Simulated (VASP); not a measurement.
# HfC (P6_3/mmc) in VASP: a series of runs, part 2 of 2

VASP 6.6.1.

## (4) Relaxation of shape and atoms at fixed volume, PBEsol

This run uses another cell than the first one, of 12.68 Å³/atom, 1.046 times its volume.

INCAR

```
PREC = Accurate
ENCUT = 600
EDIFF = 1E-7
ISMEAR = 0
SIGMA = 0.05
LREAL = False
LASPH = True
NELM = 100
ALGO = Normal
ISIF = 4
LWAVE = False
LCHARG = False
GGA = PS
IBRION = 2
NSW = 60
EDIFFG = -0.01
```

KPOINTS

```
Automatic mesh
0
Gamma
  10 10 6
```

POSCAR

```
HfC
1.0
    3.2115086381      0.0000000000      0.0000000000
   -1.6057543190      2.7812480651      0.0000000000
    0.0000000000      0.0000000000      5.6803705610
Hf C
2 2
Direct
    0.0000000000      0.0000000000      0.0000000000
    0.0000000000      0.0000000000      0.5000000000
    0.3333333333      0.6666666667      0.2500000000
    0.6666666667      0.3333333333      0.7500000000
```

Potentials or basis: VASP PAW PBE potentials, release 64 (Hf_pv, C).

Started as:

```
> cat potpaw_PBE.64/Hf_pv/POTCAR potpaw_PBE.64/C/POTCAR > POTCAR
> mpirun -np 1 vasp_std > vasp.out
```

OUTCAR:

```text
PREC = Accurate
   ENCUT = 600
   EDIFF = 1E-7
   ISMEAR = 0
   LREAL = False
   LASPH = True
   NELM = 100
   ISIF = 4
   GGA = PS
   IBRION = 2
   NSW = 60
   EDIFFG = -0.01

 ion  position               nearest neighbor table
   1  0.000  0.000  0.000-   3 2.34   4 2.34   4 2.34   3 2.34   4 2.34   3 2.34   2 2.84   2 2.84

   2  0.000  0.000  0.500-   3 2.34   4 2.34   4 2.34   3 2.34   4 2.34   3 2.34   1 2.84   1 2.84

   3  0.333  0.667  0.250-   1 2.34   2 2.34   1 2.34   2 2.34   1 2.34   2 2.34
   4  0.667  0.333  0.750-   1 2.34   2 2.34   1 2.34   2 2.34   1 2.34   2 2.34

  LATTYP: Found a hexagonal cell.
 ALAT       =     3.2115086381
 C/A-ratio  =     1.7687545640

  Lattice vectors:

 A1 = (   3.2115086381,   0.0000000000,   0.0000000000)
 A2 = (  -1.6057543190,   2.7812480651,   0.0000000000)
[... 268 lines left out ...]
  free energy    TOTEN  =       -42.14435446 eV

  energy without entropy =      -42.14318101  energy(sigma->0) =      -42.14376774

 E-fermi :   5.5898     XC(G=0): -12.3315

 val. band max:        5.5297873499   @ k =   0.1000  -0.0000   0.0000
 cond. band min:       5.6077632596   @ k =   0.2000   0.1000   0.0000
 fundamental gap:      0.0779759097
 Fermi energy:         5.5897750433

 k-point     1 :       0.0000    0.0000    0.0000
  band No.  band energies     occupation
      1     -24.7912      2.00000
      2     -23.9285      2.00000
      3     -23.9285      2.00000
      4     -23.7963      2.00000
      5     -23.7963      2.00000
      6     -23.5400      2.00000
[... 481 lines left out ...]
      5     -23.9728      2.00000
      6     -23.5464      2.00000
[... 10 lines left out ...]
     17      10.5298      0.00000
     18      11.4799      0.00000

 [... further k-points ...]

------------------------ aborting loop because EDIFF is reached ----------------------------------------

  FORCE on cell =-STRESS in cart. coord.  units (eV):
  Direction    XX          YY          ZZ          XY          YZ          ZX
  --------------------------------------------------------------------------------------
  -------------------------------------------------------------------------------------
  Total        1.3040908      1.3040908      1.3035019      0.0000000     -0.0000000      0.0000000
  in kB       41.1806253     41.1806253     41.1620287      0.0000000     -0.0000000      0.0000000
  external PRESSURE =      41.1744264 kB  Pullay stress =       0.0000000 kB
[... 19 lines left out ...]
  FREE ENERGIE OF THE ION-ELECTRON SYSTEM (eV)
  ---------------------------------------------------
  free  energy   TOTEN  =       -42.1443544554 eV

  energy  without entropy=      -42.1431810147  energy(sigma->0) =      -42.14376774

 reached required accuracy - stopping structural energy minimisation
```

OSZICAR:

```text
N       E                     dE             d eps       ncg     rms          rms(c)
DAV:   1     0.103239869408E+03    0.10324E+03   -0.17015E+04  2016   0.169E+03
DAV:   2    -0.421234141997E+02   -0.14536E+03   -0.14193E+03  2658   0.342E+02
DAV:   3    -0.481544107066E+02   -0.60310E+01   -0.59583E+01  2460   0.514E+01
DAV:   4    -0.482521808535E+02   -0.97770E-01   -0.97613E-01  2698   0.647E+00
[... 20 lines left out ...]
DAV:   1    -0.421444582124E+02   -0.20500E-03   -0.87410E-03  2078   0.735E-01    0.131E-01
DAV:   2    -0.421443836643E+02    0.74548E-04   -0.16716E-04  2302   0.887E-02    0.322E-02
DAV:   3    -0.421443590598E+02    0.24604E-04   -0.28965E-05  2630   0.312E-02    0.179E-02
DAV:   4    -0.421443545144E+02    0.45454E-05   -0.90123E-06  2672   0.182E-02    0.121E-02
DAV:   5    -0.421443544554E+02    0.58962E-07   -0.37341E-07  2220   0.444E-03
   3 F= -.42144354E+02 E0= -.42143768E+02  d E =-.100173E-03
```

CONTCAR:

```text
HfC
   1.00000000000000
     3.2100688804195809    0.0000000000004323    0.0000000000000000
    -1.6050344401594385    2.7800011983737156   -0.0000000000000000
    -0.0000000000000000   -0.0000000000000000    5.6854671439680260
  Hf              C
     2     2
Direct
     0.0000000000000000    0.0000000000000000    0.0000000000000000
     0.0000000000000000    0.0000000000000000    0.5000000000000000
     0.3333333332999970    0.6666666667000030    0.2500000000000000
     0.6666666667000030    0.3333333332999970    0.7500000000000000

  0.00000000E+00  0.00000000E+00  0.00000000E+00
  0.00000000E+00  0.00000000E+00  0.00000000E+00
  0.00000000E+00  0.00000000E+00  0.00000000E+00
  0.00000000E+00  0.00000000E+00  0.00000000E+00
```

Wall time 48 s (1 thread of Intel Xeon 6975P-C (Granite Rapids), shared host); peak memory 0.23 GiB.

What came out:

```yaml
Free_energy: -42.1444 eV
Energy_gained_by_relaxing: 0.0 meV/atom
Ionic_steps: 3
Pressure_after_relaxing: 4.1 GPa
Band_gap_on_the_k_mesh: none (metal or under the smearing width)
```

Step by step:
| step | energy change (eV) | largest force (eV/Å) | pressure (GPa) | volume (Å³) |
| --- | --- | --- | --- | --- |
| 1 | 0.0000 | 0.0000 | 4.17 | 50.74 |
| 2 | 0.0000 | 0.0000 | 4.07 | 50.74 |
| 3 | -0.0001 | 0.0000 | 4.12 | 50.74 |

Final structure:
```cif
data_structure
_symmetry_space_group_name_H-M 'P 1'
_symmetry_Int_Tables_number 1
_cell_length_a 3.2101
_cell_length_b 3.2101
_cell_length_c 5.6855
_cell_angle_alpha 90.000
_cell_angle_beta 90.000
_cell_angle_gamma 120.000
_cell_volume 50.74
loop_
_atom_site_label
_atom_site_type_symbol
_atom_site_fract_x
_atom_site_fract_y
_atom_site_fract_z
_atom_site_occupancy
Hf1 Hf 0.00000 0.00000 0.00000 1
Hf2 Hf 0.00000 0.00000 0.50000 1
C1 C 0.33333 0.66667 0.25000 1
C2 C 0.66667 0.33333 0.75000 1
```

Caveat: the PAW data sets were made with another functional, which shifts forces and pressure a little.

## (5) The runs side by side

| task | cell | cutoff (eV) | gap on the mesh (eV) | pressure (GPa) |
| --- | --- | --- | --- | --- |
| relaxation of cell and atoms | relaxed | 600 | none | 0.0 |
| single point | P6_3/mmc, 12.68 Å³/atom | 520 | none | 4.2 |
| relaxation of shape and atoms at fixed volume | relaxed at fixed volume | 600 | none | 4.1 |

Alike in all rows: level PBEsol; potentials or basis VASP PAW PBE potentials, release 64 (Hf_pv, C); no spin polarisation; k mesh 10 × 10 × 6; smearing gaussian 0.05 eV.

Caveats: the PAW data sets were made with another functional, which shifts forces and pressure a little.

Total energies depend on the potentials used, so only differences within one code and one set of settings carry meaning.
